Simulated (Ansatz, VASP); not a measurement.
## Two plane-wave programs on HfB2

INCAR

```
SYSTEM = HfB2
  ALGO = Normal
  EDIFF = 1E-7
  ENCUT = 520
  GGA = PS
  ISIF = 2
  ISMEAR = -1
  LASPH = .TRUE.
  LCHARG = .TRUE.
  LELF = .TRUE.
  LREAL = .FALSE.
  LVHAR = .TRUE.
  LWAVE = .FALSE.
  NBANDS = 15
  NELM = 100
  PREC = Accurate
  SIGMA = 0.05
```

KPOINTS

```
k-points
0
G
  10 10 8
  0 0 0
```

File POSCAR:

```
HfB2
1.0
    3.1400000000      0.0000000000      0.0000000000
   -1.5700000000      2.7193197679      0.0000000000
    0.0000000000      0.0000000000      3.4800000000
Hf B
1 2
Direct
    0.0000000000      0.0000000000      0.0000000000
    0.6666666667      0.3333333333      0.5000000000
    0.3333333333      0.6666666667      0.5000000000
```

input.yaml

```yaml
crystal:
  lattice:
    - [3.14, 0.0, 0.0]
    - [-1.57, 2.7193197679, 0.0]
    - [0.0, 0.0, 3.48]
  atoms:
    - { symbol: Hf, position: [0.0, 0.0, 0.0] }
    - { symbol: B, position: [0.6666666667, 0.3333333333, 0.5] }
    - { symbol: B, position: [0.3333333333, 0.6666666667, 0.5] }
hamiltonian:
  xc: pbesol
  pseudopotentials: { kind: paw }
kpoints:
  mp_grid: { grid: [10, 10, 8] }
scf:
  occupations: { method: fermi_dirac, width: 0.05 }
output:
  forces: true
  stress: true
  eigenvalues: true
```

Alike in both runs: task single point; functional PBEsol; k mesh 10 × 10 × 8; occupations fermi-dirac, width 0.05 eV; no spin polarisation.

|  | VASP | Ansatz |
| --- | --- | --- |
| version | VASP 6.6.1 | Ansatz 0.2.0 |
| potentials or method | VASP PAW PBE potentials, release 64 (Hf_pv, B) | Ansatz PAW |
| plane-wave cutoff (eV) | 520 | 420 |
| valence electrons in the cell | 16 | 32 |

|  | VASP | Ansatz | Ansatz less VASP |
| --- | --- | --- | --- |
| gap on the k mesh at the Fermi level (eV) | none | none | - |
| pressure (GPa) | -4.4 | -4.3 | +0.12 |
| largest component of the traceless stress (GPa) | 0.44 | 0.60 | +0.164 |

A gap of «none» marks a metal or a gap that the smearing closes. With one functional, cell and mesh, what is left measures potentials, basis and numerics. The two sets of potentials don't hold the same shells in valence.

Caveats: the PAW data sets were made with another functional, which shifts forces and pressure a little (VASP); the PAW data sets come from PBE, with cores solved anew for the run's functional, which leaves a small shift of forces and pressure (Ansatz). The runs have no spin-orbit coupling, so splittings on Hf are missing.
